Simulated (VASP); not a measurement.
# Si3Ge (I-42d) in VASP: density of states with PBE

Aim: the density of states of Si3Ge with PBE.

Everything below comes from runs of VASP 6.6.1. Logs are shortened: lines on timing, memory, paths and dates and some standing lists are left out, and cuts for length are marked.

**1. Starting point**

The structure is tetragonal, space group I-42d (No. 122). Conventional cell: a = 5.532 Å, b = 5.532 Å, c = 11.062 Å, α = 90.00°, β = 90.00°, γ = 90.00°. Si (site symmetry -4) is surrounded by 4 Si at 2.37 Å. Si (site symmetry 2) is surrounded by 2 Si at 2.37 Å and 2 Ge at 2.42 Å. Around Ge (site symmetry -4) lie 4 Si at 2.42 Å.

The cell was built by a generator and needn't be a form met in nature.

**2. Density of states, PBE**

Contents of POSCAR:

```
Si3Ge
1.0
   -2.7657700000      2.7657700000      5.5308800000
    2.7657700000     -2.7657700000      5.5308800000
    2.7657700000      2.7657700000     -5.5308800000
Si Ge
6 2
Direct
    0.5000000000      0.5000000000      0.0000000000
    0.6168780000      0.6250000000      0.4918780000
    0.1331220000      0.1250000000      0.5081220000
    0.2500000000      0.7500000000      0.5000000000
    0.8750000000      0.3831220000      0.0081220000
    0.3750000000      0.8668780000      0.9918780000
    0.0000000000      0.0000000000      0.0000000000
    0.7500000000      0.2500000000      0.5000000000
```

Contents of INCAR.step1:

```
SYSTEM = Si3Ge
PREC = Accurate
ENCUT = 520
EDIFF = 1E-6
ISMEAR = 0
SIGMA = 0.1
LREAL = .False.
LASPH = .True.
NELM = 100
ALGO = Fast
ISIF = 2
LWAVE = .False.
LCHARG = .True.
GGA = PE
KPAR = 4
```

Contents of KPOINTS.step1:

```
regular mesh
0
Gamma
  8 8 8
  0 0 0
```

Contents of INCAR.step2:

```
SYSTEM = Si3Ge
PREC = Accurate
ENCUT = 520
EDIFF = 1E-6
ISMEAR = -5
SIGMA = 0.1
LREAL = .False.
LASPH = .True.
NELM = 100
ALGO = Fast
ISIF = 2
LWAVE = .False.
LCHARG = .False.
GGA = PE
LORBIT = 11
KPAR = 4
NEDOS = 2001
ICHARG = 11
```

Contents of KPOINTS.step2:

```
regular mesh
0
Gamma
  12 12 12
  0 0 0
```

Potentials or basis: VASP PAW PBE potentials, release 64 (Si, Ge_d).

On the command line:

```console
cat potpaw_PBE.64/Si/POTCAR potpaw_PBE.64/Ge_d/POTCAR > POTCAR
cp INCAR.step1 INCAR
cp KPOINTS.step1 KPOINTS
mpirun -np 4 vasp_std > vasp.out
cp INCAR.step2 INCAR
cp KPOINTS.step2 KPOINTS
mpirun -np 4 vasp_std > vasp.out
```

OUTCAR:

```text
SYSTEM = Si3Ge
   PREC = Accurate
   ENCUT = 520
   EDIFF = 1E-6
   ISMEAR = -5
   LREAL = .False.
   LASPH = .True.
   NELM = 100
   ISIF = 2
   GGA = PE
   LORBIT = 11
   ICHARG = 11

 ion  position               nearest neighbor table
   1  0.500  0.500  0.000-   2 2.37   3 2.37   5 2.37   6 2.37
   2  0.617  0.625  0.492-   1 2.37   4 2.37   7 2.42   8 2.42
   3  0.133  0.125  0.508-   1 2.37   4 2.37   8 2.42   7 2.42
   4  0.250  0.750  0.500-   2 2.37   3 2.37   5 2.37   6 2.37
   5  0.875  0.383  0.008-   1 2.37   4 2.37   7 2.42   8 2.42
   6  0.375  0.867  0.992-   1 2.37   4 2.37   8 2.42   7 2.42
   7  0.000  0.000  0.000-   2 2.42   5 2.42   6 2.42   3 2.42
   8  0.750  0.250  0.500-   6 2.42   2 2.42   3 2.42   5 2.42

  LATTYP: Found a body centered tetragonal cell.
 ALAT       =     5.5315400000
 C/A-ratio  =     1.9997613684

  Lattice vectors:

 A1 = (  -2.7657700000,   2.7657700000,   5.5308800000)
 A2 = (   2.7657700000,  -2.7657700000,   5.5308800000)
 A3 = (   2.7657700000,   2.7657700000,  -5.5308800000)

Analysis of symmetry for initial positions (statically):
=====================================================================
 Subroutine PRICEL returns:
 Original cell was already a primitive cell.

 Routine SETGRP: Setting up the symmetry group for a
 body centered tetragonal supercell.

 Subroutine GETGRP returns: Found  8 space group operations
 (whereof  4 operations were pure point group operations)
 out of a pool of 16 trial point group operations.

The static configuration has the point symmetry S_4 .
 The point group associated with its full space group is D_2d.

Analysis of symmetry for dynamics (positions and initial velocities):
=====================================================================
 Subroutine PRICEL returns:
 Original cell was already a primitive cell.

 Routine SETGRP: Setting up the symmetry group for a
 body centered tetragonal supercell.

 Subroutine GETGRP returns: Found  8 space group operations
 (whereof  4 operations were pure point group operations)
 out of a pool of 16 trial point group operations.

The dynamic configuration has the point symmetry S_4 .
 The point group associated with its full space group is D_2d.

 Subroutine INISYM returns: Found  8 space group operations
 (whereof  4 operations are pure point group operations),
 and found     1 'primitive' translations

----------------------------------------------------------------------------------------

                                     Primitive cell

  volume of cell :     169.2335

  direct lattice vectors                    reciprocal lattice vectors
    -2.765770000  2.765770000  5.530880000     0.000000000  0.180781482  0.090401527
     2.765770000 -2.765770000  5.530880000     0.180781482  0.000000000  0.090401527
     2.765770000  2.765770000 -5.530880000     0.180781482  0.180781482  0.000000000

  length of vectors
     6.774186369  6.774186369  6.774186369     0.202124666  0.202124666  0.255663624

  position of ions in fractional coordinates (direct lattice)
     0.500000000  0.500000000  0.000000000
     0.616878000  0.625000000  0.491878000
     0.133122000  0.125000000  0.508122000
     0.250000000  0.750000000  0.500000000
     0.875000000  0.383122000  0.008122000
     0.375000000  0.866878000  0.991878000
     0.000000000  0.000000000  0.000000000
     0.750000000  0.250000000  0.500000000

  ion indices of the primitive-cell ions
   primitive index   ion index
                 1           1
                 2           2
                 3           3
                 4           4
                 5           5
                 6           6
                 7           7
                 8           8

----------------------------------------------------------------------------------------

 KPOINTS: regular mesh

Automatic generation of k-mesh.
 Grid dimensions read from file:
 generate k-points for:   12   12   12

 Generating k-lattice:

  Cartesian coordinates                     Fractional coordinates (reciprocal lattice)
     0.000000000  0.015065124  0.007533461     0.083333333  0.000000000  0.000000000
     0.015065124  0.000000000  0.007533461     0.000000000  0.083333333  0.000000000
     0.015065124  0.015065124  0.000000000     0.000000000  0.000000000  0.083333333

  Length of vectors
     0.016843722  0.016843722  0.021305302

  Shift w.r.t. Gamma in fractional coordinates (k-lattice)
     0.000000000  0.000000000  0.000000000

 TETIRR: Found   2206 inequivalent tetrahedra from    10368

 Subroutine IBZKPT returns following result:
 ===========================================

 Found    163 irreducible k-points:

 Following reciprocal coordinates:
            Coordinates               Weight
  0.000000  0.000000  0.000000      1.000000
  0.083333  0.000000 -0.000000      8.000000
  0.166667  0.000000 -0.000000      8.000000
  0.250000  0.000000 -0.000000      8.000000
  0.333333  0.000000 -0.000000      8.000000
  0.416667  0.000000  0.000000      8.000000
[... 16 lines left out ...]
  0.500000  0.166667 -0.000000     16.000000
 -0.416667  0.166667  0.000000     16.000000
 [... further k-points ...]
   k-points           NKPTS =    163   k-points in BZ     NKDIM =    163   number of bands    NBANDS=     31
   number of dos      NEDOS =   2001   number of ions     NIONS =      8
   total plane-waves  NPLWV = 125000
   dimension x,y,z NGX =    50 NGY =   50 NGZ =   50
   dimension x,y,z NGXF=   100 NGYF=  100 NGZF=  100
   ions per type =               6   2
   NGX,Y,Z   is equivalent  to a cutoff of  12.27, 12.27, 12.27 a.u.
   NGXF,Y,Z  is equivalent  to a cutoff of  24.54, 24.54, 24.54 a.u.
 SYSTEM =  Si3Ge
   PREC   = accura    normal or accurate (medium, high low for compatibility)
   ISTART =      0    job   : 0-new  1-cont  2-samecut
   ICHARG =     11    charge: 1-file 2-atom 10-const
   ISPIN  =      1    spin polarized calculation?
   LNONCOLLINEAR =      F non collinear calculations
   LSORBIT =      F    spin-orbit coupling
   LASPH  =      T    aspherical Exc in radial PAW
   ENCUT  =  520.0 eV  38.22 Ry    6.18 a.u.  12.60 12.60 12.60*2*pi/ulx,y,z
   NELM   =    100;   NELMIN=  2; NELMDL=  0     # of ELM steps
   EDIFF  = 0.1E-05   stopping-criterion for ELM
   LREAL  =      F    real-space projection
   EDIFFG = 0.1E-04   stopping-criterion for IOM
   NSW    =      0    number of steps for IOM
   IBRION =     -1    ionic relax: 0-MD 1-quasi-New 2-CG
   NFREE  =      0    steps in history (QN), initial steepest desc. (CG)
   ISIF   =      2    stress and relaxation
   ISYM   =      2    0-nonsym 1-usesym 2-fastsym
   POTIM  = 0.5000    time-step for ionic-motion
   TEBEG  =    0.0;   TEEND  =   0.0 temperature during run
   PSTRESS=    0.0 pullay stress
   NELECT =      52.0000    total number of electrons
   NUPDOWN=      -1.0000    fix difference up-down
   EMIN   =  10.00;   EMAX   =-10.00  energy-range for DOS
   EFERMI =   0.00;   METHOD = LEGACY
   ISMEAR =    -5;   SIGMA  =   0.10  broadening in eV -4-tet -1-fermi 0-gaus
   EFERMI_NEDOS =   21; number of points for ismear=-14 and -15
   IALGO  =     68    algorithm
   IMIX   =      4    mixing-type and parameters
     AMIX     =   0.40;   BMIX     =  1.00
     AMIX_MAG =   1.60;   BMIX_MAG =  1.00
  volume/ion in A,a.u.               =      21.15       142.76
  Fermi-wavevector in a.u.,A,eV,Ry     =   1.104707  2.087594 16.604249  1.220378
  Thomas-Fermi vector in A             =   2.241184
   LORBIT       =     11    0 simple, 1 ext, 2 COOP (PROOUT), +10 PAW based schemes
   GGA     = PE    functional components
   LHFCALC =     F    Hartree Fock is set to
   AEXX    =    0.0000 exact exchange contribution
   IVDW    =     0    specifies the selected vdW correction
   LEPSILON=     F    determine dielectric tensor
   LRPA    =     F    only Hartree local field effects (RPA)
 non-spin polarized calculation
 RMM-DIIS sequential band-by-band and
 Fermi weights with tetrahedron method with Bloechl corrections
  energy-cutoff  :      520.00
  volume of cell :      169.23
 maximum number of plane-waves:      4591

 number of electron      52.0000006 magnetization

 Free energy of the ion-electron system (eV)
  ---------------------------------------------------
  ext. energy  EPLUGINS =         0.00000000
  ---------------------------------------------------
  free energy    TOTEN  =       -41.48938699 eV

  energy without entropy =      -41.48938699  energy(sigma->0) =      -41.48938699

 E-fermi :   5.3606     XC(G=0):  -9.4608

 val. band max:        5.3598301569   @ k =   0.0000   0.0000   0.0000
 cond. band min:       5.9473010534   @ k =  -0.1667  -0.1667   0.1667
 fundamental gap:      0.5874708964
 Fermi energy:         5.3605649173

 k-point     1 :       0.0000    0.0000    0.0000
  band No.  band energies     occupation
      1     -18.8616      2.00000
      2     -18.8616      2.00000
      3     -18.8602      2.00000
      4     -18.8568      2.00000
      5     -18.8549      2.00000
      6     -18.8549      2.00000
[... 23 lines left out ...]
     30       7.8838      0.00000
     31       7.8987      0.00000
[... 751 lines left out ...]
      1     -18.8619      2.00000
      2     -18.8601      2.00000
      3     -18.8594      2.00000
      4     -18.8575      2.00000
      5     -18.8569      2.00000
      6     -18.8547      2.00000
[... 23 lines left out ...]
     30       8.0875      0.00000
     31       8.6839      0.00000

 [... further k-points ...]

------------------------ aborting loop because EDIFF is reached ----------------------------------------

  FORCE on cell =-STRESS in cart. coord.  units (eV):
  Direction    XX          YY          ZZ          XY          YZ          ZX
  --------------------------------------------------------------------------------------
  -------------------------------------------------------------------------------------
  Total       -0.1063259     -0.1063259     -0.1059636      0.0000000      0.0000000      0.0000000
  in kB       -1.0066146     -1.0066146     -1.0031847      0.0000000      0.0000000      0.0000000
  external PRESSURE =      -1.0054713 kB  Pullay stress =       0.0000000 kB

 VOLUME and BASIS-vectors are now :
 -----------------------------------------------------------------------------
  energy-cutoff  :      520.00
  volume of cell :      169.23
      direct lattice vectors                 reciprocal lattice vectors
    -2.765770000  2.765770000  5.530880000     0.000000000  0.180781482  0.090401527
     2.765770000 -2.765770000  5.530880000     0.180781482  0.000000000  0.090401527
     2.765770000  2.765770000 -5.530880000     0.180781482  0.180781482  0.000000000

 POSITION                                       TOTAL-FORCE (eV/Angst)
 -----------------------------------------------------------------------------------
      0.00000      0.00000      5.53088        -0.000000     -0.000000     -0.000000
      1.38288      1.33796      4.14816         0.000000     -0.000491      0.000000
      1.38288      1.42781     -1.38272        -0.000000      0.000491     -0.000000
      2.76577      0.00000      2.76544        -0.000000     -0.000000     -0.000000
     -1.33796      1.38288      6.91360         0.000491     -0.000000     -0.000000
      4.10373      1.38288      1.38272        -0.000491      0.000000      0.000000
      0.00000      0.00000      0.00000        -0.000000      0.000000     -0.000000
      0.00000      2.76577      2.76544         0.000000      0.000000      0.000000
 -----------------------------------------------------------------------------------
    total drift:                               -0.000005     -0.000005     -0.000002

  FREE ENERGIE OF THE ION-ELECTRON SYSTEM (eV)
  ---------------------------------------------------
  free  energy   TOTEN  =       -41.4893869917 eV

  energy  without entropy=      -41.4893869917  energy(sigma->0) =      -41.48938699

 total charge

# of ion       s       p       d       tot
------------------------------------------
    1        0.751   0.926   0.000   1.677
    2        0.757   0.902   0.000   1.659
    3        0.757   0.902   0.000   1.659
    4        0.751   0.926   0.000   1.677
    5        0.757   0.902   0.000   1.659
    6        0.757   0.902   0.000   1.659
    7        1.112   1.315  10.024  12.452
    8        1.112   1.315  10.024  12.452
--------------------------------------------------
tot          6.753   8.091  20.049  34.893
```

Wall time 7.1 min (4 MPI ranks of Intel Xeon Platinum 8375C at 2.90GHz (Ice Lake), shared host); peak memory 0.79 GiB.

Results:

```
Valence electrons inside the program's atomic spheres : Si 1.68, 1.66; Ge 12.45
```

States per cell in windows of 1 eV (zero at the valence-band top; states under -8 eV left out):
```csv
from (eV),total,Ge7_p,Ge8_p,Si1_p,Si4_p,Si2_p,Si3_p
-8.0,1.41,0.03,0.03,0.03,0.03,0.01,0.01
-7.0,3.35,0.09,0.09,0.07,0.07,0.05,0.05
-6.0,1.47,0.04,0.04,0.03,0.03,0.03,0.03
-5.0,1.76,0.08,0.08,0.06,0.06,0.05,0.05
-4.0,4.49,0.23,0.23,0.19,0.19,0.17,0.17
-3.0,5.63,0.36,0.36,0.25,0.25,0.25,0.25
-2.0,4.59,0.34,0.34,0.21,0.21,0.22,0.22
-1.0,1.32,0.10,0.10,0.06,0.06,0.07,0.07
0.0,0.33,0.00,0.00,0.00,0.00,0.01,0.01
1.0,3.45,0.07,0.07,0.06,0.06,0.07,0.07
2.0,4.61,0.13,0.13,0.09,0.09,0.10,0.10
3.0,1.67,0.05,0.05,0.04,0.04,0.04,0.04
4.0,0.00,0.00,0.00,0.00,0.00,0.00,0.00
```
